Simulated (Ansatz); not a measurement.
## In2O3: pressure against volume per atom

Density functional stress and forces at fixed atoms, pressure and stress positive in compression, spin-unpolarised plane waves. The results are calculated, by Ansatz 0.2.0.

Cell of the first row (space group R-3c, No. 167):
```
cell vectors (Å)
   2.6712     1.5422     4.7087
  -2.6712     1.5422     4.7087
   0.0000    -3.0844     4.7087
atoms (fractions of the cell vectors)
In  0.85828  0.85828  0.85828
In  0.35828  0.35828  0.35828
In  0.14172  0.14172  0.14172
In  0.64172  0.64172  0.64172
O   0.45488  0.04512  0.75000
O   0.04512  0.75000  0.45488
O   0.54512  0.95488  0.25000
O   0.25000  0.54512  0.95488
O   0.95488  0.25000  0.54512
O   0.75000  0.45488  0.04512
```

Settings of every row: periodic directions 3; functional HSE06; spin orbit no; potentials PAW; wave cutoff 420 eV; k mesh 4x4x4; smearing width 0 eV.

Limits: stress loosely converged; the cell comes from a prototype or a list of computed structures and needn't be the stable phase.

```csv
row,volume per atom (Å³),pressure (GPa)
1,11.639,?
2,12.002,11.2
3,12.374,4.6
4,12.752,-1.1
5,13.139,-6
6,13.533,-10.3
7,13.935,-13.9
```

Question: what pressure should row 1 give?

Worked fit of pressure. Take u = (V_r/V)^(2/3) − 1 with V_r = 12.945 Å³ an atom, which is twice the finite (Eulerian) strain; such expansions in the strain, on which the Birch-Murnaghan equation of state is built, carry the rest volume and the bulk modulus. The shown rows have u = 0.05172, 0.03053, 0.01006, -0.00987, -0.02918, -0.04794. Least squares give pressure = −3.66 + 248.8 × u + 737 × u² GPa; a straight line predicts inner rows, each left out in turn, worse (root mean square 0.7 against 0.042 GPa). All shown rows lie on it to the printed digit. The pressure vanishes at u = 0.0141, or V = 12.68 Å³ an atom, and there the bulk modulus with atoms relaxed is B = −V dP/dV = (2/3)(1 + u) dP/du = 182 GPa. The withheld row has u = 0.07347, so the fit gives −3.66 + 248.8 × (0.07347) + 737 × (0.07347)² = 18.6 GPa.

The calculation gave 18.8 GPa. The fit lies 0.2 GPa (1.1 % of the value, 0.61 % of the column's range) below it; its largest miss of a shown row is 0.0 GPa. This row lies beyond the range of the fit.
